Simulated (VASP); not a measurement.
Wanted: the native input for a VASP 6.6.1 run.

```
Task                   : relaxation of cell and atoms
Functional             : PBEsol
Potentials or basis    : VASP PAW PBE potentials, release 64 (Ge_d, Si)
Cutoff                 : 600 eV
k mesh                 : 6 × 6 × 6
Occupations            : gaussian, width 0.03 eV
Spin                   : no spin polarisation
Further INCAR settings : ALGO = Normal; EDIFF = 1e-07; IBRION = 2; EDIFFG = -0.005; NSW = 90; ISIF = 3
```

The structure of SiGe lies in POSCAR:

```
SiGe                                    
1.0
    5.5441436719     -0.0025753078      0.0000000000
    0.0025753078     -5.5441436719      0.0000000000
    0.0000000000      0.0000000000     -5.5426386544
  Ge              Si            
     4     4
Direct
     0.7500000000000000    0.7500000000000000    0.7442765639103762
     0.2500000000000000    0.2500000000000000    0.7442765639103762
     0.5000000000000000    1.0000000000000000    0.0057234360896238
     1.0000000000000000    0.5000000000000000    0.0057234360896238
     0.2500000000000000    0.7500000000000000    0.2552197328685860
     0.7500000000000000    0.2500000000000000    0.2552197328685860
     0.0000000000000000    0.0000000000000000    0.4947802671314140
     0.5000000000000000    0.5000000000000000    0.4947802671314140
```

The cell was built by a generator and needn't be a form met in nature.

These files were run (other wordings do the same):

INCAR

```
ALGO = Normal ; EDIFF = 1E-7
EDIFFG = -0.005 ; ENCUT = 600
GGA = PS ; IBRION = 2
ISIF = 3 ; ISMEAR = 0
KPAR = 4 ; LASPH = True
LCHARG = False ; LREAL = False
LWAVE = False ; NELM = 80
NSW = 90 ; PREC = Accurate
SIGMA = 0.03
```

KPOINTS

```
k-points
0
Gamma
  6 6 6
```

Potentials or basis: VASP PAW PBE potentials, release 64 (Ge_d, Si).

Command:

```console
$ cat potpaw_PBE.64/Ge_d/POTCAR potpaw_PBE.64/Si/POTCAR > POTCAR
$ mpirun -np 4 vasp_std > vasp.out
```

Results of the run:

```yaml
Relaxed_volume: 21.29 Å³/atom
Relaxed_cell: a = 5.544 Å, b = 5.544 Å, c = 5.542 Å, α = 90.00°, β = 90.00°, γ = 89.94°
Space_group_after_relaxing_to_0.05_Å: Pmma (No. 51)
Energy_gained_by_relaxing: 0.0 meV/atom
Ionic_steps: 2
Pressure_after_relaxing: 0.0 GPa
Band_gap_on_the_k_mesh: 0.28 eV
```

Caveat: the PAW data sets were made with another functional, which shifts forces and pressure a little.

It took 2.2 min on 4 MPI ranks on Intel(R) Xeon(R) Platinum 8488C (Sapphire Rapids), with other jobs on the host, peak memory 0.57 GiB a rank.
